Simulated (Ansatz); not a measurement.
# TiS2: the cost of one run

Method: DFT PBE, scalar-relativistic, plane waves, PAW, in Ansatz 0.2.0.

### Step 1. Starting point

The structure is trigonal, space group P-3m1 (No. 164). The conventional cell has a = 3.412 Å, b = 3.412 Å, c = 5.695 Å, α = 90.00°, β = 90.00°, γ = 120.00°. Ti (site symmetry -3m) is surrounded by 6 S at 2.43 Å. Around S (site symmetry 3m) lie 3 Ti at 2.43 Å.

Coordinates:

```cif
data_structure
_symmetry_space_group_name_H-M 'P-3m1'
_symmetry_Int_Tables_number 164
_cell_length_a 3.4120
_cell_length_b 3.4120
_cell_length_c 5.6950
_cell_angle_alpha 90.000
_cell_angle_beta 90.000
_cell_angle_gamma 120.000
_cell_volume 57.42
loop_
_atom_site_label
_atom_site_type_symbol
_atom_site_symmetry_multiplicity
_atom_site_Wyckoff_symbol
_atom_site_fract_x
_atom_site_fract_y
_atom_site_fract_z
_atom_site_occupancy
Ti1 Ti 1 a 0.00000 0.00000 0.00000 1
S1 S 2 d 0.33333 0.66667 0.25000 1
```

The structure comes from the Crystallography Open Database.

(A quick probe on a coarse mesh, which set the mesh and smearing, is not shown.)

### Step 3. Relaxing cell and atoms

Contents of input.yaml:

```yaml
crystal:
  lattice:
    - [3.4120005726, 0.0, 0.0]
    - [-1.7060002863, 2.9548791736, 0.0]
    - [0.0, 0.0, 5.695]
  atoms:
    - { symbol: Ti, position: [0.0, 0.0, 0.0] }
    - { symbol: S, position: [0.3333333333, 0.6666666667, 0.25] }
    - { symbol: S, position: [0.6666666667, 0.3333333333, 0.75] }
basis:
  ecutwfc: 420
kpoints:
  mp_grid: { grid: [12, 12, 8] }
hamiltonian:
  xc: pbe
scf:
  occupations: { method: gaussian, width: 0.1 }
output:
  forces: true
  stress: true
  eigenvalues: true
  write_density: true
  write_potential: true
  elf: true
  volumetric_format: npy
relax:
  adjacent_minimum: "off"
  f_tol: 0.005
  max_steps: 80
  cell: { stress_tol: 0.05 }
```

On the command line:

```bash
ansatz run input.yaml --threads 4 --pin off --max-ram 12288MiB --backend cpu --events-out ev --progress --plain --runs-dir out
```

Q: Estimate wall time and peak memory on 4 threads of Arm Neoverse N1, shared host.

About 43 s, with a peak of 0.52 GiB.
